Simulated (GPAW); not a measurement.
Write an ASE script for GPAW 26.7.0 that does the following.

```
Task                : equation of state
Functional          : M06-L
Dispersion          : D3
Potentials or basis : GPAW PAW data sets (gpaw-data 1.2.1)
Cutoff              : 600 eV
Basis               : pw
k mesh              : 6 × 6 × 6
Occupations         : fermi-dirac, width 0.05 eV
Spin                : no spin polarisation
Maxiter             : 150
Eos scales          : [0.94, 0.96, 0.98, 1.0, 1.02, 1.04, 1.06]
```

Crystal: InP.

```xyz
2
Lattice="0.0000 2.9305 2.9305 2.9305 0.0000 2.9305 2.9305 2.9305 0.0000" Properties=species:S:1:pos:R:3 pbc="T T T"
In    0.0000    0.0000    0.0000
P     1.4652    1.4652    1.4652
```

The input as run:

run.py

```python
from ase.calculators.mixing import SumCalculator
from ase.eos import EquationOfState
from ase.io import Trajectory
from ase.spacegroup import crystal
from ase.units import GPa
from dftd3.ase import DFTD3
from gpaw import GPAW, PW

# In 4a
# P 4c
atoms = crystal(['In', 'P'],
                basis=[[0.0, 0.0, 0.0],
                       [0.25, 0.25, 0.25]],
                spacegroup=216, setting=1,  # F-43m
                cellpar=[5.861, 5.861, 5.861, 90.0, 90.0, 90.0],
                primitive_cell=True)

traj = Trajectory('eos.traj', 'w')
volumes, energies = [], []
for x in [0.94, 0.96, 0.98, 1.0, 1.02, 1.04, 1.06]:
    a = atoms.copy()
    a.set_cell(atoms.cell * x**(1 / 3), scale_atoms=True)
    calc = GPAW(mode=PW(600),
                xc='M06-L',
                kpts={'size': (6, 6, 6), 'gamma': True},
                occupations={'name': 'fermi-dirac', 'width': 0.05},
                nbands=18,
                convergence={'density': 1e-05, 'energy': 1e-05},
                maxiter=150,
                txt=f'eos-{x:.2f}.txt')
    a.calc = SumCalculator([calc, DFTD3(method='m06l', damping='d3zero')])
    energies.append(a.get_potential_energy())
    volumes.append(a.get_volume())
    p = -a.get_stress()[:3].mean() / GPa
    calc.write(f'eos-{x:.2f}.gpw')
    traj.write(a)
    print(f'{x:.2f} {volumes[-1]:10.4f} A^3 {energies[-1]:14.6f} eV {p:9.3f} GPa', flush=True)

v0, e0, B = EquationOfState(volumes, energies, eos='birchmurnaghan').fit()
print(f'V0 = {v0:.4f} A^3, E0 = {e0:.6f} eV, B0 = {B / GPa:.2f} GPa')
```

Potentials or basis: GPAW PAW data sets (gpaw-data 1.2.1), pw.

Run with:

```bash
$ OMP_NUM_THREADS=1 python run.py
```

Results of the run:

```yaml
Equilibrium_volume: "25.63 Å³/atom (rough: see the caveat)"
Bulk_modulus: 67 GPa (rough)
```

Caveat: the points scatter about the fit; the PAW data sets were made with another functional, which shifts forces and pressure a little.

It took 8.2 min on 1 thread of Arm Neoverse V1 (shared host), peak memory 0.81 GiB.
